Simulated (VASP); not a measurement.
Set up this calculation in VASP 6.6.1, as the native input.

```yaml
Task: single point
Functional: PBE
Potentials_or_basis: VASP PAW PBE potentials, release 64 (Zn, O)
Cutoff: 520 eV
k_mesh: 8 × 5 × 1
Occupations: gaussian, width 0.03 eV
Spin: no spin polarisation
Dipole_correction: yes
Further_INCAR_settings: ALGO = Normal; EDIFF = 1e-06; NBANDS = 106
```

The structure of ZnO lies in POSCAR:

```
ZnO
1.0
    3.2865004400      0.0000000000      0.0000000000
    0.0000000000      5.3003900000      0.0000000000
    0.0000000000      0.0000000000     27.3335069900
Zn O
10 10
Direct
    0.9999995200      0.5001730000      0.2743885000
    0.5000005300      0.0001730000      0.3090980300
    0.4999995400      0.5001730000      0.3785168700
    0.0000005500      0.0001730000      0.4132263900
    0.9999995600      0.5001730000      0.4826452400
    0.5000005600      0.0001730000      0.5173547600
    0.4999995800      0.5001730000      0.5867736100
    0.0000005800      0.0001730000      0.6214831300
    0.9999995900      0.5001730000      0.6909019700
    0.5000006000      0.0001730000      0.7256115000
    0.9999995200      0.1208170000      0.2743885000
    0.5000005300      0.6208170000      0.3090980300
    0.4999995400      0.1208170000      0.3785168700
    0.0000005500      0.6208170000      0.4132263900
    0.9999995600      0.1208170000      0.4826452400
    0.5000005600      0.6208170000      0.5173547600
    0.4999995800      0.1208170000      0.5867736100
    0.0000005800      0.6208170000      0.6214831300
    0.9999995900      0.1208170000      0.6909019700
    0.5000006000      0.6208170000      0.7256115000
```

One way to write it, as run:

INCAR

```
SYSTEM = ZnO
  PREC = Accurate
  ENCUT = 520
  EDIFF = 1E-6
  ISMEAR = 0
  SIGMA = 0.03
  LREAL = .False.
  LASPH = .True.
  NELM = 80
  ALGO = Normal
  ISIF = 2
  LWAVE = .False.
  LCHARG = .False.
  LDIPOL = .True.
  IDIPOL = 3
  DIPOL = 0.5 0.5 0.500
  GGA = PE
  NBANDS = 106
  LVHAR = .True.
  LVACPOTAV = .True.
  ICORELEVEL = 1
  LUSENCCL = .False.
```

KPOINTS

```
regular mesh
0
Gamma
  8 5 1
  0 0 0
```

Potentials or basis: VASP PAW PBE potentials, release 64 (Zn, O).

The run is started by

```sh
$ cat potpaw_PBE.64/Zn/POTCAR potpaw_PBE.64/O/POTCAR > POTCAR
$ mpirun -np 1 vasp_std > vasp.out
```

Results of the run:

- Largest force: 1.805 eV/Å
- Band gap on the k mesh: 0.44 eV, direct
- Ionisation potential of the upper face: 5.16 eV

Wall time 11 min on 1 × NVIDIA H100 80GB with 1 thread of AMD EPYC 7R13 Processor (Zen 3) (shared host), peak memory 1.7 GiB.
